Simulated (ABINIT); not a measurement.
# SiC (F-43m): making up for missing bands

Wanted: gap and time of SiC (F-43m) with truncated and completed band sums.

Method: PBE and many-body steps on it, plane waves, in ABINIT 10.8.3.

## Step 1: The structure

The structure is cubic, space group F-43m (No. 216). Conventional cell: a = 4.358 Å, b = 4.358 Å, c = 4.358 Å, α = 90.00°, β = 90.00°, γ = 90.00°. Nearest to Si lie 4 C at 1.89 Å. Nearest to C lie 4 Si at 1.89 Å. Farther neighbours are not listed.

The cell and positions come from the Crystallography Open Database and are kept as given unless a step says otherwise.

## Step 2: Empty states on the mesh, 8×8×8 mesh, 186 bands

This step: ABINIT 10.8.3; DFT, PBE, plane waves, norm-conserving pseudopotentials.

The sums over transitions need many empty states on a uniform mesh; this step solves for them.

Input file run.abi:

```
acell 3*1.0 Angstrom
rprim 
  -0.000000000000 2.179000000000 2.179000000000
  2.179000000000 -0.000000000000 2.179000000000
  2.179000000000 2.179000000000 -0.000000000000
ntypat 2
znucl 14 6
natom 2
typat 1 2
xred 
  0.000000000000 0.000000000000 0.000000000000
  0.250000000000 0.250000000000 0.250000000000
pp_dirpath "pseudos"
pseudos "Si.upf, C.upf"
ecut 37
ngkpt 8 8 8
nshiftk 1
shiftk 0 0 0
kptopt 1
chksymbreak 0
irdden 1
istwfk *1
nband 186
prtvol 0
optdriver 6
gwr_task "HDIAGO"
paral_kgb 0
occopt 1
indata_prefix "in"
outdata_prefix "out"
tmpdata_prefix "tmp"
```

Launch:

```
> OMP_NUM_THREADS=1 mpirun -n 8 abinit run.abi > log
```

What it wrote:

```text
.Version 10.8.3 of ABINIT. v10.8.2 released Aug 2026.

 Symmetries : space group F-4 3 m (#216); Bravais cF (face-center cubic)
[... echo of the input left out ...]
== DATASET  1 ==================================================================
-   mpi_nproc: 8, omp_nthreads: 1 (-1 if OMP is not activated)

--- !DatasetInfo
iteration_state: {dtset: 1, }
dimensions: {natom: 2, nkpt: 29, mband: 186, nsppol: 1, nspinor: 1, nspden: 1, mpw: 1524, }
cutoff_energies: {ecut:  37.0, pawecutdg:  -1.0, }
[...]
Indirect band gap semiconductor
 Fundamental gap:     1.361 (eV)
   VBM:     6.835 (eV) at k: [ 0.0000E+00,  0.0000E+00,  0.0000E+00]
   CBM:     8.196 (eV) at k: [ 5.0000E-01,  5.0000E-01,  0.0000E+00]
 Direct gap:         4.553 (eV) at k: [ 5.0000E-01,  5.0000E-01,  0.0000E+00]

== END DATASET(S) ==============================================================
================================================================================

 -outvars: echo values of variables after computation  --------
           etotal      0.0000000000E+00
            nband         186
             nkpt          29
          spgroup         216
 [... the other variables as echoed above ...]

 Calculation completed.
```

Wall time 15 s (8 MPI ranks of Arm Neoverse V1, shared host); peak memory 1.5 GiB.

Numbers from this step:

```
gap                                                           : 1.361 eV
k of the valence top                                          : 0, 0, 0
k of the conduction bottom                                    : 0.5, 0.5, 0
least direct gap                                              : 4.553 eV
k points computed                                             : 29
lowest point of the top converged band, above the valence top : 219.3889 eV
```

On this mesh the gap is 1.361 eV.

The density comes from a self-consistent run that is not shown.

## Step 3: Screening, 8×8×8 mesh, 178 bands, screening to 304.8 eV

The RPA dielectric matrix is built and inverted for each q.

This step: RPA screening on PBE, plane waves, norm-conserving pseudopotentials.

run.abi: that of step 2 with these lines changed.

```diff
@@ -20,10 +20,11 @@
 chksymbreak 0
-irdden 1
 istwfk *1
-nband 186
-prtvol 0
-optdriver 6
-gwr_task "HDIAGO"
-paral_kgb 0
 occopt 1
+irdwfk 1
+optdriver 3
+nband 178
+ecuteps 11.2
+inclvkb 2
+awtr 1
+symchi 1
 indata_prefix "in"
```

What it wrote:

```text
.Version 10.8.3 of ABINIT. v10.8.2 released Aug 2026.

 Symmetries : space group F-4 3 m (#216); Bravais cF (face-center cubic)
[... echo of the input left out ...]
== DATASET  1 ==================================================================
-   mpi_nproc: 8, omp_nthreads: 1 (-1 if OMP is not activated)

--- !DatasetInfo
iteration_state: {dtset: 1, }
dimensions: {natom: 2, nkpt: 29, mband: 178, nsppol: 1, nspinor: 1, nspden: 1, mpw: 1524, }
cutoff_energies: {ecut:  37.0, pawecutdg:  -1.0, }
electrons: {nelect:   8.00000000E+00, charge:   0.00000000E+00, occopt:   1.00000000E+00, tsmear:   1.00000000E-02, }

 SCREENING: Calculation of the susceptibility and dielectric matrices

 Based on a program developped by R.W. Godby, V. Olevano, G. Onida, and L. Reining.
 Incorporated in ABINIT by V. Olevano, G.-M. Rignanese, and M. Torrent.
.Using double precision arithmetic ; gwpc =  8

[... cell and pseudopotentials left out ...]
--------------------------------------------------------------------------------

 ==== K-mesh for the wavefunctions ====
 Number of points in the irreducible wedge :    29
[... list of points left out ...]
 Together with 24 symmetry operations and time-reversal symmetry
 yields   512 points in the full Brillouin Zone.

 ==== Q-mesh for the screening function ====
 Number of points in the irreducible wedge :    29
[... list of points left out ...]
 Together with 24 symmetry operations and time-reversal symmetry
 yields   512 points in the full Brillouin Zone.

 setmesh: FFT mesh size selected  =    25x   25x   25
          total number of points  =        15625

 vcoul_init : cutoff-mode = AUXILIARY_FUNCTION
 q-points for optical limit:   1
     1)      0.000010    0.000020    0.000030

- screening: taking advantage of time-reversal symmetry
- Maximum band index for partially occupied states nbvw = 4
- Remaining bands to be divided among processors   nbcw = 174
- Number of bands treated by each node ~21

 Number of electrons calculated from density =    8.0000; Expected =    8.0000
 average of density, n =  0.057292
 r_s =    1.6092
 omega_plasma =   23.0888 [eV]

 calculating chi0 at frequencies [eV] :
  1    0.000000E+00    0.000000E+00
  2    0.000000E+00    2.308880E+01

--------------------------------------------------------------------------------
  q-point number  1        q = ( 0.000000, 0.000000, 0.000000) [r.l.u.]
--------------------------------------------------------------------------------
[... chi0 elements left out ...]
 For q-point:  0.000010 0.000020 0.000030
  dielectric constant =   6.6708
  dielectric constant without local fields =   7.3105

  Average fulfillment of the sum rule on Im[epsilon] for q-point    1 :     95.73  [%]
[... wings left out ...]
  q-point number  2        q = ( 0.125000, 0.000000, 0.000000) [r.l.u.]
--------------------------------------------------------------------------------
[... chi0 elements left out ...]
  Average fulfillment of the sum rule on Im[epsilon] for q-point    2 :     97.69  [%]

 [... 27 further q-points ...]
```

Run time: 3.4 min. Hardware: 8 MPI ranks; peak memory 2.8 GiB; 27 min of CPU time.

Numbers from this step:

* ε∞ with local fields, on this mesh, along the program's q direction: 6.671
* the same without local fields: 7.311
* plasma frequency: 23.09 eV
* plane waves in the screening matrix: 259

Local fields lower ε∞ by 9 %.

## Step 4: 178 bands

The self-energy is evaluated for the states that the input lists, and the levels follow from it, in one-shot runs by the linearised quasiparticle equation.

This step: G0W0 on PBE, plane waves, norm-conserving pseudopotentials.

run.abi: that of step 3 with these lines changed.

```diff
@@ -23,8 +23,17 @@
 irdwfk 1
-optdriver 3
+optdriver 4
 nband 178
+gwcalctyp 0
+ecutsigx 37
+symsigma 1
+nkptgw 2
+kptgw 
+  0.0000000000 0.0000000000 0.0000000000
+  0.5000000000 0.5000000000 0.0000000000
+bdgw 
+  2 8
+  3 6
 ecuteps 11.2
-inclvkb 2
-awtr 1
-symchi 1
+irdscr 1
+ppmodel 1
 indata_prefix "in"
```

What it wrote:

```text
.Version 10.8.3 of ABINIT. v10.8.2 released Aug 2026.

 Symmetries : space group F-4 3 m (#216); Bravais cF (face-center cubic)
[... echo of the input left out ...]
== DATASET  1 ==================================================================
-   mpi_nproc: 8, omp_nthreads: 1 (-1 if OMP is not activated)

--- !DatasetInfo
iteration_state: {dtset: 1, }
dimensions: {natom: 2, nkpt: 29, mband: 178, nsppol: 1, nspinor: 1, nspden: 1, mpw: 1524, }
cutoff_energies: {ecut:  37.0, pawecutdg:  -1.0, }
electrons: {nelect:   8.00000000E+00, charge:   0.00000000E+00, occopt:   1.00000000E+00, tsmear:   1.00000000E-02, }

 SIGMA: Calculation of the GW corrections

 Based on a program developped by R.W. Godby, V. Olevano, G. Onida, and L. Reining.
 Incorporated in ABINIT by V. Olevano, G.-M. Rignanese, and M. Torrent.
.Using double precision arithmetic ; gwpc =  8

[... cell and pseudopotentials left out ...]
--------------------------------------------------------------------------------

 ==== K-mesh for the wavefunctions ====
 Number of points in the irreducible wedge :    29
[... list of points left out ...]
 Together with 24 symmetry operations and time-reversal symmetry
 yields   512 points in the full Brillouin Zone.

 ==== Q-mesh for screening function ====
 Number of points in the irreducible wedge :    29
[... list of points left out ...]
 Together with 24 symmetry operations and time-reversal symmetry
 yields   512 points in the full Brillouin Zone.

 vcoul_init : cutoff-mode = AUXILIARY_FUNCTION
 q-points for optical limit:   1
     1)      0.000010    0.000020    0.000030
 setmesh: FFT mesh size selected  =    32x   32x   32
          total number of points  =        32768

 Number of electrons calculated from density =    8.0000; Expected =    8.0000
 average of density, n =  0.057292
 r_s =    1.6092
 omega_plasma =   23.0888 [eV]

 === KS Band Gaps ===
  >>>> For spin  1
   Minimum direct gap =   4.5530 [eV], located at k-point      :   0.5000  0.5000  0.0000
   Fundamental gap    =   1.3613 [eV], Top of valence bands at :   0.0000  0.0000  0.0000
                                       Bottom of conduction at :   0.5000  0.5000  0.0000
 SIGMA fundamental parameters:
 PLASMON POLE MODEL  1
 number of plane-waves for SigmaX                 1459
 number of plane-waves for SigmaC and W            259
 number of plane-waves for wavefunctions          1459
 number of bands                                   178
 number of independent spin polarizations            1
 number of spinorial components                      1
 number of k-points in IBZ                          29
 number of q-points in IBZ                          29
 number of symmetry operations                      24
 number of k-points in BZ                          512
 number of q-points in BZ                          512
 number of frequencies for dSigma/dE                 9
 frequency step for dSigma/dE [eV]                0.25
 number of omega for Sigma on real axis              0
 max omega for Sigma on real axis  [eV]           0.00
 zcut for avoiding poles [eV]                     0.10

 EPSILON^-1 parameters (SCR file):
 dimension of the eps^-1 matrix on file            259
 dimension of the eps^-1 matrix used               259
 number of plane-waves for wavefunctions          1459
 number of bands                                   178
 number of q-points in IBZ                          29
 number of frequencies                               2
 number of real frequencies                          1
 number of imag frequencies                          1

 matrix elements of self-energy operator (all in [eV])

 Perturbative Calculation

--- !SelfEnergy_ee
iteration_state: {dtset: 1, }
kpoint     : [   0.000,    0.000,    0.000, ]
spin       : 1
KS_gap     :    6.223
QP_gap     :    7.141
Delta_QP_KS:    0.917
data: !SigmaeeData |
     Band     E0 <VxcDFT>   SigX SigC(E0)      Z dSigC/dE  Sig(E)    E-E0       E
        2   6.835 -14.927 -17.547   1.756   0.792  -0.263 -15.611  -0.684   6.151
        3   6.835 -14.927 -17.547   1.756   0.792  -0.263 -15.611  -0.684   6.151
        4   6.835 -14.927 -17.547   1.756   0.792  -0.263 -15.611  -0.684   6.151
        5  13.058 -13.214  -7.586  -5.333   0.789  -0.267 -12.981   0.233  13.292
        6  14.146 -11.329  -5.851  -5.160   0.806  -0.241 -11.073   0.256  14.402
        7  14.146 -11.329  -5.851  -5.160   0.806  -0.241 -11.073   0.256  14.402
        8  14.146 -11.329  -5.851  -5.160   0.806  -0.241 -11.073   0.256  14.402

--- !SelfEnergy_ee
iteration_state: {dtset: 1, }
kpoint     : [   0.500,    0.500,    0.000, ]
spin       : 1
KS_gap     :    4.553
QP_gap     :    5.616
Delta_QP_KS:    1.063
data: !SigmaeeData |
     Band     E0 <VxcDFT>   SigX SigC(E0)      Z dSigC/dE  Sig(E)    E-E0       E
        3   3.643 -13.566 -17.410   2.608   0.782  -0.279 -14.532  -0.966   2.678
        4   3.643 -13.566 -17.410   2.608   0.782  -0.279 -14.532  -0.966   2.678
        5   8.196 -10.510  -6.435  -3.956   0.820  -0.219 -10.412   0.097   8.294
        6  11.168 -10.772  -5.999  -4.450   0.822  -0.216 -10.507   0.266  11.434

== END DATASET(S) ==============================================================
================================================================================

 -outvars: echo values of variables after computation  --------
           etotal      0.0000000000E+00
            nband         178
             nkpt          29
          spgroup         216
 [... the other variables as echoed above ...]

 Calculation completed.
```

Run time: 35 s. Hardware: 8 MPI ranks; peak memory 3 GiB; 4.6 min of CPU time.

Numbers from this step:

* G0W0 gap on the points computed: 2.143 eV
* starting gap on the mesh: 1.361 eV
* k of the valence top: 0, 0, 0
* k of the conduction bottom: 0.5, 0.5, 0
* Z at the valence top: 0.792
* Z at the conduction bottom: 0.82
* least direct G0W0 gap on the computed points: 5.616 eV

The gap on the mesh goes from 1.36 eV to 2.14 eV, a correction of +0.78 eV.

## Step 5: Screening, 8×8×8 mesh, 19 bands, screening to 304.8 eV

This step: RPA screening on PBE, plane waves, norm-conserving pseudopotentials.

run.abi: that of step 4 with these lines changed.

```diff
@@ -23,17 +23,8 @@
 irdwfk 1
-optdriver 4
-nband 178
-gwcalctyp 0
-ecutsigx 37
-symsigma 1
-nkptgw 2
-kptgw 
-  0.0000000000 0.0000000000 0.0000000000
-  0.5000000000 0.5000000000 0.0000000000
-bdgw 
-  2 8
-  3 6
+optdriver 3
+nband 19
 ecuteps 11.2
-irdscr 1
-ppmodel 1
+inclvkb 2
+awtr 1
+symchi 1
 indata_prefix "in"
```

What it wrote:

```text
.Version 10.8.3 of ABINIT. v10.8.2 released Aug 2026.

 Symmetries : space group F-4 3 m (#216); Bravais cF (face-center cubic)
[... echo of the input left out ...]
== DATASET  1 ==================================================================
-   mpi_nproc: 8, omp_nthreads: 1 (-1 if OMP is not activated)

--- !DatasetInfo
iteration_state: {dtset: 1, }
dimensions: {natom: 2, nkpt: 29, mband: 19, nsppol: 1, nspinor: 1, nspden: 1, mpw: 1524, }
cutoff_energies: {ecut:  37.0, pawecutdg:  -1.0, }
electrons: {nelect:   8.00000000E+00, charge:   0.00000000E+00, occopt:   1.00000000E+00, tsmear:   1.00000000E-02, }

 SCREENING: Calculation of the susceptibility and dielectric matrices

 Based on a program developped by R.W. Godby, V. Olevano, G. Onida, and L. Reining.
 Incorporated in ABINIT by V. Olevano, G.-M. Rignanese, and M. Torrent.
.Using double precision arithmetic ; gwpc =  8

[... cell and pseudopotentials left out ...]
--------------------------------------------------------------------------------

 ==== K-mesh for the wavefunctions ====
 Number of points in the irreducible wedge :    29
[... list of points left out ...]
 Together with 24 symmetry operations and time-reversal symmetry
 yields   512 points in the full Brillouin Zone.

 ==== Q-mesh for the screening function ====
 Number of points in the irreducible wedge :    29
[... list of points left out ...]
 Together with 24 symmetry operations and time-reversal symmetry
 yields   512 points in the full Brillouin Zone.

 setmesh: FFT mesh size selected  =    25x   25x   25
          total number of points  =        15625

 vcoul_init : cutoff-mode = AUXILIARY_FUNCTION
 q-points for optical limit:   1
     1)      0.000010    0.000020    0.000030

- screening: taking advantage of time-reversal symmetry
- Maximum band index for partially occupied states nbvw = 4
- Remaining bands to be divided among processors   nbcw = 15
- Number of bands treated by each node ~1

 Number of electrons calculated from density =    8.0000; Expected =    8.0000
 average of density, n =  0.057292
 r_s =    1.6092
 omega_plasma =   23.0888 [eV]

 calculating chi0 at frequencies [eV] :
  1    0.000000E+00    0.000000E+00
  2    0.000000E+00    2.308880E+01

--------------------------------------------------------------------------------
  q-point number  1        q = ( 0.000000, 0.000000, 0.000000) [r.l.u.]
--------------------------------------------------------------------------------
[... chi0 elements left out ...]
 For q-point:  0.000010 0.000020 0.000030
  dielectric constant =   6.6469
  dielectric constant without local fields =   7.2952

  Average fulfillment of the sum rule on Im[epsilon] for q-point    1 :     39.40  [%]
[... wings left out ...]
  q-point number  2        q = ( 0.125000, 0.000000, 0.000000) [r.l.u.]
--------------------------------------------------------------------------------
[... chi0 elements left out ...]
  Average fulfillment of the sum rule on Im[epsilon] for q-point    2 :     82.76  [%]

 [... 27 further q-points ...]
```

The job ended after 22 s (8 MPI ranks; peak memory 1.1 GiB; 2.9 min of CPU time).

Numbers from this step:

```
ε∞ with local fields, on this mesh, along the program's q direction : 6.647
the same without local fields                                       : 7.295
plasma frequency                                                    : 23.09 eV
plane waves in the screening matrix                                 : 259
```

(Continued in part 2 of 2.)

[Paths, hosts, dates, memory and timing lines, banners, echoed tables and standing remarks are left out of the program output.]

[Logs are printed without paths, hosts, clocks, repeated set-up lines and the standing remarks that a program may print on its own settings, such as how far it seeks lower states.]

[Runs of the session that timed out or met a known fault of the program may be left out.]

[Hosts, paths, dates, database ids (printed as entryN), source tags and the programs' standing remarks are cut or masked in the printed files.]

[G0W0 gaps are taken among the corrected bands and points alone; a level outside them can change the order at an edge.]

[Where Ansatz stands beside ABINIT at settings called matched, ABINIT's density can come from a denser mesh and the files from another edition; pairs whose starting gaps differed by over 0.03 eV were left out, so agreement reads better than it is.]
